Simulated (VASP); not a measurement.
CsSnI3: relaxation of cell and atoms with PBE

CsSnI3:

```xyz
5
Lattice="6.2057 0.0000 0.0000 0.0000 6.2057 0.0000 0.0000 0.0000 6.2057" Properties=species:S:1:pos:R:3 pbc="T T T"
Cs    0.0000    0.0000    0.0000
I     3.1029    3.1029    0.0000
I     3.1029    0.0000    3.1029
I     0.0000    3.1029    3.1029
Sn    3.1029    3.1029    3.1029
```

```yaml
Program: VASP 6.6.1
Task: relaxation of cell and atoms
Functional: PBE
Potentials_or_basis: VASP PAW PBE potentials, release 54 (Cs_sv, I, Sn)
Cutoff: 600 eV
k_mesh: 4 × 4 × 4
Occupations: fermi-dirac, width 0.05 eV
Spin: no spin polarisation
Further_INCAR_settings: ALGO = Normal; EDIFF = 1e-07; IBRION = 2; EDIFFG = -0.01; NSW = 40; ISIF = 3
```

```yaml
Relaxed_volume: 49.99 Å³/atom
Relaxed_cell: a = 6.299 Å, b = 6.299 Å, c = 6.299 Å, α = 90.00°, β = 90.00°, γ = 90.00°
Space_group_after_relaxing_to_0.05_Å: Pm-3m (No. 221)
Energy_gained_by_relaxing: 4.9 meV/atom
Ionic_steps: 3
Pressure_after_relaxing: 0.0 GPa
Band_gap_on_the_k_mesh: 0.50 eV, direct
```

The path:
| step | energy change (eV) | largest force (eV/Å) | pressure (GPa) | volume (Å³) |
| --- | --- | --- | --- | --- |
| 1 | 0.0000 | 0.0000 | 0.77 | 238.99 |
| 2 | -0.0231 | 0.0000 | 0.18 | 246.98 |
| 3 | -0.0247 | 0.0000 | -0.01 | 249.96 |

Final structure:
```cif
data_structure
_symmetry_space_group_name_H-M 'P 1'
_symmetry_Int_Tables_number 1
_cell_length_a 6.2992
_cell_length_b 6.2992
_cell_length_c 6.2992
_cell_angle_alpha 90.000
_cell_angle_beta 90.000
_cell_angle_gamma 90.000
_cell_volume 249.96
loop_
_atom_site_label
_atom_site_type_symbol
_atom_site_fract_x
_atom_site_fract_y
_atom_site_fract_z
_atom_site_occupancy
Cs1 Cs 0.00000 0.00000 0.00000 1
I1 I 0.50000 0.50000 0.00000 1
I2 I 0.50000 0.00000 0.50000 1
I3 I 0.00000 0.50000 0.50000 1
Sn1 Sn 0.50000 0.50000 0.50000 1
```

Levels at points of the mesh, in eV from the valence-band top:
```tsv
k point	band 15	band 16	band 17	band 18	band 19	band 20
(0.00, 0.00, 0.00)	-1.91	-1.91	-1.91	2.39	3.40	3.40
(0.50, 0.00, 0.00)	-2.02	-2.02	-1.42	1.23	3.86	4.11
(0.50, 0.50, 0.00)	-2.27	-1.51	-0.70	0.92	0.92	3.99
(0.50, 0.50, 0.50)	-1.50	-1.50	0.00	0.50	0.50	0.50
```

Run time: 83 s on 1 thread of Intel(R) Xeon(R) 6975P-C (Granite Rapids) (shared host), peak memory 0.4 GiB.

Caveat: spin-orbit coupling is left out, which moves the levels of the heavy elements. Zero-point motion and thermal expansion aren't in these numbers.
